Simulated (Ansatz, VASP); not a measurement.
# One calculation of Ag, two programs

```
Ag
1.0
     0.00000    2.04275    2.04275
     2.04275    0.00000    2.04275
     2.04275    2.04275    0.00000
Ag
1
Direct
  0.00000 0.00000 0.00000
```

Alike in both runs: functional PBEsol0; k mesh 6 × 6 × 6; occupations fermi-dirac, width 0.05 eV; no spin polarisation.

|  | VASP | Ansatz |
| --- | --- | --- |
| version | VASP 6.6.1 | Ansatz 0.2.0 |
| potentials or method | VASP PAW PBE potentials, release 64 (Ag) | Ansatz PAW |
| plane-wave cutoff (eV) | 520 | 420 |
| valence electrons in the cell | 11 | 19 |
| task | band structure | single point |

|  | VASP | Ansatz | Ansatz less VASP |
| --- | --- | --- | --- |
| gap on the k mesh at the Fermi level (eV) | none | none | - |
| pressure (GPa) | -0.7 | -0.5 | +0.22 |

A gap of «none» marks a metal or a gap that the smearing closes. With one functional, cell and mesh, what is left measures potentials, basis and numerics. The two sets of potentials don't hold the same shells in valence.

Caveats: the k mesh is coarse (spacing up to 0.44 Å⁻¹), so the values aren't converged, least of all with exact exchange; the PAW data sets were made with another functional, which shifts forces and pressure a little (VASP); the PAW data sets come from PBE, with cores solved anew for the run's functional, which leaves a small shift of forces and pressure (Ansatz); the thresholds are loose for stress (Ansatz).
